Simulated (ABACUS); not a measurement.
The system is BN.

```
N B
1.0
     1.25112    0.72234    3.37293
    -1.25112    0.72234    3.37293
     0.00000   -1.44467    3.37293
N B
1 1
Direct
  0.66724 0.66724 0.66724
  0.00033 0.00033 0.00033
```

The cell is a database's computed one.

Base run:

* Program: ABACUS 3.10.1
* Functional: revTPSS
* Potentials or basis: SG15 ONCV 1.2 PBE
* Cutoff: 1320 eV
* Density cutoff: 5279 eV
* Basis: plane waves
* k mesh: 8 × 8 × 8
* Occupations: fermi-dirac, width 0.05 eV
* Spin: no spin polarisation

Its results: band gap on the k mesh 4.43 eV, indirect (least direct gap 5.12 eV); pressure 2.5 GPa.

**Question.** The run is repeated on the same cell with these changes: functional from revTPSS to MS2. What comes out?

**Answer.** Band gap on the k mesh 4.78 eV, indirect (least direct gap 5.61 eV); pressure 105.7 GPa.

Caveats: the potentials were made for another functional, which shifts forces and pressure; a pressure of tens of GPa on the cell as given is suspect, and the run, the potentials or the cell itself is likely at fault (some runs).

A k mesh can miss the band edges.
